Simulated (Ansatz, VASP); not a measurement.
Two plane-wave programs on HgTe

```xyz
2
Lattice="3.7903 0.0000 0.0000 0.0000 3.7903 0.0000 0.0000 0.0000 3.7903" Properties=species:S:1:pos:R:3 pbc="T T T"
Hg    0.0000    0.0000    0.0000
Te    1.8952    1.8952    1.8952
```

The cell was built by a generator and needn't be a form met in nature.

Alike in both runs: task single point; functional r2SCAN; k mesh 4 × 4 × 4; occupations fermi-dirac, width 0.02 eV; no spin polarisation.

|  | VASP | Ansatz |
| --- | --- | --- |
| version | VASP 6.6.1 | Ansatz 0.2.0 |
| potentials or method | VASP PAW PBE potentials, release 64 (Hg, Te) | plane waves, PAW |
| plane-wave cutoff (eV) | 520 | 500 |
| valence electrons in the cell | 18 | 36 |

|  | VASP | Ansatz | Ansatz less VASP |
| --- | --- | --- | --- |
| pressure (GPa) | 0.2 | 0.1 | -0.11 |

With one functional, cell and mesh, what is left measures potentials, basis and numerics. The two sets of potentials don't hold the same shells in valence.

Caveats: the k mesh is coarse (spacing up to 0.41 Å⁻¹), so the values aren't converged; the PAW data sets were made with another functional, which shifts forces and pressure a little (VASP). Spin-orbit coupling is left out, which matters for the levels of Hg, Te.
